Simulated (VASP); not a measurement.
# TaAs (I4_1md) in VASP: band structure with PBE

Aim: the band structure of TaAs with PBE.

Everything below comes from runs of VASP 6.6.1. Logs are shortened: lines on timing, memory, paths and dates and some standing lists are left out, and cuts for length are marked.

## Step 1: The crystal as given

It takes space group I4_1md (No. 109, tetragonal). The conventional cell has a = 3.463 Å, b = 3.463 Å, c = 11.778 Å, α = 90.00°, β = 90.00°, γ = 90.00°. Around Ta (site symmetry 2mm) lie 6 As at 2.63 Å. Around As (site symmetry 2mm) lie 6 Ta at 2.63 Å.

The cell is a database's computed one.

## Step 2: Band structure, PBE, collinear spin, ferromagnetic start

POSCAR reads:

```
TaAs                                    
1.0
   -1.7313605981      1.7313605981      5.8890048554
    1.7313605981     -1.7313605981      5.8890048554
    1.7313605981      1.7313605981     -5.8890048554
  Ta              As            
     2     2
Direct
     0.5001195833944649    0.0001195833944649    0.5000000000000000
     0.7501195833944649    0.7501195833944649    0.0000000000000000
     0.0824798366055361    0.5824798366055361    0.5000000000000000
     0.3324798366055361    0.3324798366055361    0.0000000000000000
```

INCAR.step1 reads:

```
SYSTEM = TaAs
ALGO = Fast ; EDIFF = 1E-7
ENCUT = 520 ; GGA = PE
ISIF = 2 ; ISMEAR = 0
ISPIN = 2 ; LASPH = .TRUE.
LCHARG = .TRUE. ; LMAXMIX = 4
LORBIT = 11 ; LREAL = .FALSE.
LWAVE = .FALSE. ; MAGMOM = 1 1 0 0
NBANDS = 28 ; NELM = 120
PREC = Accurate ; SIGMA = 0.1
```

KPOINTS.step1 reads:

```
k-points
0
G
  6 6 6
  0 0 0
```

INCAR.step2 reads:

```
SYSTEM = TaAs
ALGO = Fast ; EDIFF = 1E-7
ENCUT = 520 ; GGA = PE
ICHARG = 11 ; ISIF = 2
ISMEAR = 0 ; ISPIN = 2
LASPH = .TRUE. ; LCHARG = .FALSE.
LMAXMIX = 4 ; LORBIT = 11
LREAL = .FALSE. ; LWAVE = .FALSE.
MAGMOM = 1 1 0 0 ; NBANDS = 28
NELM = 120 ; PREC = Accurate
SIGMA = 0.05
```

KPOINTS.step2 reads:

```
path GXYSGZS1NPY1Z,XP
20
line-mode
reciprocal
 0.0000000000  0.0000000000  0.0000000000  G
-0.5000000000  0.5000000000  0.0000000000  X

-0.5000000000  0.5000000000  0.0000000000  X
-0.5000000000  0.5000000000 -0.0430497461  Y

-0.5000000000  0.5000000000 -0.0430497461  Y
-0.2715248730  0.2715248730 -0.2715248730  S

-0.2715248730  0.2715248730 -0.2715248730  S
 0.0000000000  0.0000000000  0.0000000000  G

 0.0000000000  0.0000000000  0.0000000000  G
 0.5000000000  0.5000000000 -0.5000000000  Z

 0.5000000000  0.5000000000 -0.5000000000  Z
 0.2715248730  0.7284751270 -0.7284751270  S1

 0.2715248730  0.7284751270 -0.7284751270  S1
 0.0000000000  0.5000000000 -0.5000000000  N

 0.0000000000  0.5000000000 -0.5000000000  N
-0.2500000000  0.7500000000 -0.2500000000  P

-0.2500000000  0.7500000000 -0.2500000000  P
 0.0430497461  0.9569502539 -0.5000000000  Y1

 0.0430497461  0.9569502539 -0.5000000000  Y1
 0.5000000000  0.5000000000 -0.5000000000  Z

-0.5000000000  0.5000000000  0.0000000000  X
-0.2500000000  0.7500000000 -0.2500000000  P
```

Potentials or basis: VASP PAW PBE potentials, release 64 (Ta_pv, As).

On the command line:

```bash
> cat potpaw_PBE.64/Ta_pv/POTCAR potpaw_PBE.64/As/POTCAR > POTCAR
> cp INCAR.step1 INCAR
> cp KPOINTS.step1 KPOINTS
> mpirun -np 1 vasp_std > vasp.out
> cp INCAR.step2 INCAR
> cp KPOINTS.step2 KPOINTS
> mpirun -np 1 vasp_std > vasp.out
```

OUTCAR:

```text
SYSTEM = TaAs
   EDIFF = 1E-7
   ENCUT = 520
   GGA = PE
   ICHARG = 11
   ISIF = 2
   ISMEAR = 0
   ISPIN = 2
   LASPH = .TRUE.
   LORBIT = 11
   LREAL = .FALSE.
   NELM = 120
   PREC = Accurate

 ion  position               nearest neighbor table
   1  0.500  0.000  0.500-   4 2.63   4 2.63   3 2.63   3 2.63   3 2.63   3 2.63   2 3.42   2 3.42
                             2 3.42   2 3.42
   2  0.750  0.750  0.000-   3 2.63   3 2.63   4 2.63   4 2.63   4 2.63   4 2.63   1 3.42   1 3.42
                             1 3.42   1 3.42
   3  0.082  0.582  0.500-   2 2.63   2 2.63   1 2.63   1 2.63   1 2.63   1 2.63
   4  0.332  0.332  0.000-   1 2.63   1 2.63   2 2.63   2 2.63   2 2.63   2 2.63

  LATTYP: Found a body centered tetragonal cell.
 ALAT       =     3.4627211962
 C/A-ratio  =     3.4013739610

  Lattice vectors:

 A1 = (  -1.7313605981,   1.7313605981,   5.8890048554)
 A2 = (   1.7313605981,  -1.7313605981,   5.8890048554)
 A3 = (   1.7313605981,   1.7313605981,  -5.8890048554)

Analysis of symmetry for initial positions (statically):
=====================================================================
 Subroutine PRICEL returns:
 Original cell was already a primitive cell.

 Routine SETGRP: Setting up the symmetry group for a
 body centered tetragonal supercell.

 Subroutine GETGRP returns: Found  8 space group operations
 (whereof  4 operations were pure point group operations)
 out of a pool of 16 trial point group operations.

The static configuration has the point symmetry C_2v.
 The point group associated with its full space group is C_4v.

Analysis of symmetry for dynamics (positions and initial velocities):
=====================================================================
 Subroutine PRICEL returns:
 Original cell was already a primitive cell.

 Routine SETGRP: Setting up the symmetry group for a
 body centered tetragonal supercell.

 Subroutine GETGRP returns: Found  8 space group operations
 (whereof  4 operations were pure point group operations)
 out of a pool of 16 trial point group operations.

The dynamic configuration has the point symmetry C_2v.
 The point group associated with its full space group is C_4v.

Analysis of structural, dynamic, and magnetic symmetry:
=====================================================================
 Subroutine PRICEL returns:
 Original cell was already a primitive cell.

 Routine SETGRP: Setting up the symmetry group for a
 body centered tetragonal supercell.

 Subroutine GETGRP returns: Found  8 space group operations
 (whereof  4 operations were pure point group operations)
 out of a pool of 16 trial point group operations.

The overall configuration has the point symmetry C_2v.
 The point group associated with its full space group is C_4v.

 Subroutine INISYM returns: Found  8 space group operations
 (whereof  4 operations are pure point group operations),
 and found     1 'primitive' translations

----------------------------------------------------------------------------------------

                                     Primitive cell

  volume of cell :      70.6117

  direct lattice vectors                    reciprocal lattice vectors
    -1.731360598  1.731360598  5.889004855     0.000000000  0.288790215  0.084903988
     1.731360598 -1.731360598  5.889004855     0.288790215  0.000000000  0.084903988
     1.731360598  1.731360598 -5.889004855     0.288790215  0.288790215  0.000000000

  length of vectors
     6.377742330  6.377742330  6.377742330     0.301012418  0.301012418  0.408411039

  position of ions in fractional coordinates (direct lattice)
     0.500119583  0.000119583  0.500000000
     0.750119583  0.750119583  0.000000000
     0.082479837  0.582479837  0.500000000
     0.332479837  0.332479837  0.000000000

  ion indices of the primitive-cell ions
   primitive index   ion index
                 1           1
                 2           2
                 3           3
                 4           4

----------------------------------------------------------------------------------------

 KPOINTS: path GXYSGZS1NPY1Z,XP

Interpolating k-points between supplied coordinates.

 Line segments in fractional coordinates (reciprocal lattice):
    0.000000  0.000000  0.000000  ... -0.500000  0.500000  0.000000
   -0.500000  0.500000  0.000000  ... -0.500000  0.500000 -0.043050
   -0.500000  0.500000 -0.043050  ... -0.271525  0.271525 -0.271525
   -0.271525  0.271525 -0.271525  ...  0.000000  0.000000  0.000000
    0.000000  0.000000  0.000000  ...  0.500000  0.500000 -0.500000
    0.500000  0.500000 -0.500000  ...  0.271525  0.728475 -0.728475
    0.271525  0.728475 -0.728475  ...  0.000000  0.500000 -0.500000
    0.000000  0.500000 -0.500000  ... -0.250000  0.750000 -0.250000
   -0.250000  0.750000 -0.250000  ...  0.043050  0.956950 -0.500000
    0.043050  0.956950 -0.500000  ...  0.500000  0.500000 -0.500000
   -0.500000  0.500000  0.000000  ... -0.250000  0.750000 -0.250000

 Generated    20 points on each line segment, for a total of    220 k-points:

 Following reciprocal coordinates:
            Coordinates               Weight
  0.000000  0.000000  0.000000      0.004545
 -0.026316  0.026316  0.000000      0.004545
 -0.052632  0.052632  0.000000      0.004545
 -0.078947  0.078947  0.000000      0.004545
 -0.105263  0.105263  0.000000      0.004545
 -0.131579  0.131579  0.000000      0.004545
[... 16 lines left out ...]
 -0.500000  0.500000 -0.004532      0.004545
 -0.500000  0.500000 -0.006797      0.004545
 [... further k-points ...]
   k-points           NKPTS =    220   k-points in BZ     NKDIM =    220   number of bands    NBANDS=     28
   number of dos      NEDOS =    301   number of ions     NIONS =      4
   total plane-waves  NPLWV = 110592
   dimension x,y,z NGX =    48 NGY =   48 NGZ =   48
   dimension x,y,z NGXF=    96 NGYF=   96 NGZF=   96
   ions per type =               2   2
   NGX,Y,Z   is equivalent  to a cutoff of  12.51, 12.51, 12.51 a.u.
   NGXF,Y,Z  is equivalent  to a cutoff of  25.02, 25.02, 25.02 a.u.
 SYSTEM =  TaAs
   PREC   = accura    normal or accurate (medium, high low for compatibility)
   ISTART =      0    job   : 0-new  1-cont  2-samecut
   ICHARG =     11    charge: 1-file 2-atom 10-const
   ISPIN  =      2    spin polarized calculation?
   LNONCOLLINEAR =      F non collinear calculations
   LSORBIT =      F    spin-orbit coupling
   LASPH  =      T    aspherical Exc in radial PAW
   ENCUT  =  520.0 eV  38.22 Ry    6.18 a.u.  11.86 11.86 11.86*2*pi/ulx,y,z
   NELM   =    120;   NELMIN=  2; NELMDL=  0     # of ELM steps
   EDIFF  = 0.1E-06   stopping-criterion for ELM
   LREAL  =      F    real-space projection
   EDIFFG = 0.1E-05   stopping-criterion for IOM
   NSW    =      0    number of steps for IOM
   IBRION =     -1    ionic relax: 0-MD 1-quasi-New 2-CG
   NFREE  =      0    steps in history (QN), initial steepest desc. (CG)
   ISIF   =      2    stress and relaxation
   ISYM   =      2    0-nonsym 1-usesym 2-fastsym
   POTIM  = 0.5000    time-step for ionic-motion
   TEBEG  =    0.0;   TEEND  =   0.0 temperature during run
   PSTRESS=    0.0 pullay stress
   NELECT =      32.0000    total number of electrons
   NUPDOWN=      -1.0000    fix difference up-down
   EMIN   =  10.00;   EMAX   =-10.00  energy-range for DOS
   EFERMI =   0.00;   METHOD = LEGACY
   ISMEAR =     0;   SIGMA  =   0.05  broadening in eV -4-tet -1-fermi 0-gaus
   EFERMI_NEDOS =   21; number of points for ismear=-14 and -15
   IALGO  =     68    algorithm
   IMIX   =      4    mixing-type and parameters
     AMIX     =   0.40;   BMIX     =  1.00
     AMIX_MAG =   1.60;   BMIX_MAG =  1.00
  volume/ion in A,a.u.               =      17.65       119.13
  Fermi-wavevector in a.u.,A,eV,Ry     =   1.257474  2.376282 21.514103  1.581242
  Thomas-Fermi vector in A             =   2.391132
   LORBIT       =     11    0 simple, 1 ext, 2 COOP (PROOUT), +10 PAW based schemes
   GGA     = PE    functional components
   LHFCALC =     F    Hartree Fock is set to
   AEXX    =    0.0000 exact exchange contribution
   IVDW    =     0    specifies the selected vdW correction
   LEPSILON=     F    determine dielectric tensor
   LRPA    =     F    only Hartree local field effects (RPA)
 spin polarized calculation
 RMM-DIIS sequential band-by-band and
 Gauss-broadening in eV      SIGMA  =   0.05
  energy-cutoff  :      520.00
  volume of cell :       70.61
 maximum number of plane-waves:      1946

 number of electron      32.0000002 magnetization       0.0000003

 Free energy of the ion-electron system (eV)
  ---------------------------------------------------
  ext. energy  EPLUGINS =         0.00000000
  ---------------------------------------------------
  free energy    TOTEN  =       -35.29551216 eV

  energy without entropy =      -35.29368901  energy(sigma->0) =      -35.29460058

 E-fermi :   6.8132     XC(G=0): -11.8379

 val. band max:        6.8067668384   @ k =   0.1858   0.6563  -0.6563
 cond. band min:       6.8139335039   @ k =   0.1715   0.6443  -0.6443
 fundamental gap:      0.0071666656
 Fermi energy:         6.8131767479

 spin component 1

 k-point     1 :       0.0000    0.0000    0.0000
  band No.  band energies     occupation
      1     -28.1834      1.00000
      2     -28.1526      1.00000
      3     -28.1526      1.00000
      4     -28.0097      1.00000
      5     -28.0097      1.00000
      6     -27.9600      1.00000
[... 20 lines left out ...]
     27      15.3907      0.00000
[... 691 lines left out ...]
      6     -28.0227      1.00000
[... 20 lines left out ...]
     27      14.5657      0.00000
     28      14.5659      0.00000

 [... further k-points ...]

 spin component 2

 k-point     1 :       0.0000    0.0000    0.0000
  band No.  band energies     occupation
      1     -28.1834      1.00000
      2     -28.1526      1.00000
      3     -28.1526      1.00000
      4     -28.0097      1.00000
      5     -28.0097      1.00000
      6     -27.9600      1.00000
[... 20 lines left out ...]
     27      15.3907      0.00000
[... 691 lines left out ...]
      6     -28.0227      1.00000
[... 20 lines left out ...]
     27      14.5658      0.00000
     28      14.5673      0.00000

 [... further k-points ...]
[... 5 lines left out ...]
  --------------------------------------------------------------------------------------
  -------------------------------------------------------------------------------------
  Total       -0.4442397     -0.4442397     -7.1454656      0.0000000      0.0000000      0.0000000
  in kB      -10.0797790    -10.0797790   -162.1302879      0.0000000      0.0000000      0.0000000
  external PRESSURE =     -60.7632820 kB  Pullay stress =       0.0000000 kB

 VOLUME and BASIS-vectors are now :
 -----------------------------------------------------------------------------
  energy-cutoff  :      520.00
  volume of cell :       70.61
      direct lattice vectors                 reciprocal lattice vectors
    -1.731360598  1.731360598  5.889004855     0.000000000  0.288790215  0.084903988
     1.731360598 -1.731360598  5.889004855     0.288790215  0.000000000  0.084903988
     1.731360598  1.731360598 -5.889004855     0.288790215  0.288790215  0.000000000

 POSITION                                       TOTAL-FORCE (eV/Angst)
 -----------------------------------------------------------------------------------
      0.00000      1.73136      0.00141        -0.000000     -0.000000     -0.977383
      0.00000      0.00000      8.83492        -0.000000     -0.000000     -0.977383
      1.73136      0.00000      0.97145         0.000000     -0.000000      0.977383
      0.00000      0.00000      3.91595        -0.000000      0.000000      0.977383
 -----------------------------------------------------------------------------------
    total drift:                                0.000000      0.000000     -0.026181

  FREE ENERGIE OF THE ION-ELECTRON SYSTEM (eV)
  ---------------------------------------------------
  free  energy   TOTEN  =       -35.2955121633 eV

  energy  without entropy=      -35.2936890059  energy(sigma->0) =      -35.29460058

 total charge

# of ion       s       p       d       tot
------------------------------------------
    1        0.248   6.196   2.232   8.676
    2        0.248   6.196   2.232   8.676
    3        1.189   1.723   0.075   2.987
    4        1.189   1.723   0.075   2.987
--------------------------------------------------
tot          2.873  15.839   4.613  23.326

 magnetization (x)

# of ion       s       p       d       tot
------------------------------------------
    1       -0.000   0.000   0.000   0.000
    2       -0.000   0.000   0.000   0.000
    3       -0.000  -0.000  -0.000  -0.000
    4       -0.000  -0.000  -0.000  -0.000
--------------------------------------------------
tot         -0.000  -0.000   0.000  -0.000
```

It took 17 min on 1 thread of Intel Xeon Platinum 8488C (Sapphire Rapids), shared host; peak memory 0.84 GiB.

Results:

```
Band gap along the path : none (metal or under the smearing width)
Net moment              : 0.00 μB per cell
```

Caveat: the k mesh is coarse (spacing up to 0.43 Å⁻¹), so the values aren't converged; the log is that of the step along the path at fixed density, whose energy, stress, charges and moments have no meaning; spin-orbit coupling is left out, which moves the levels of the heavy elements.
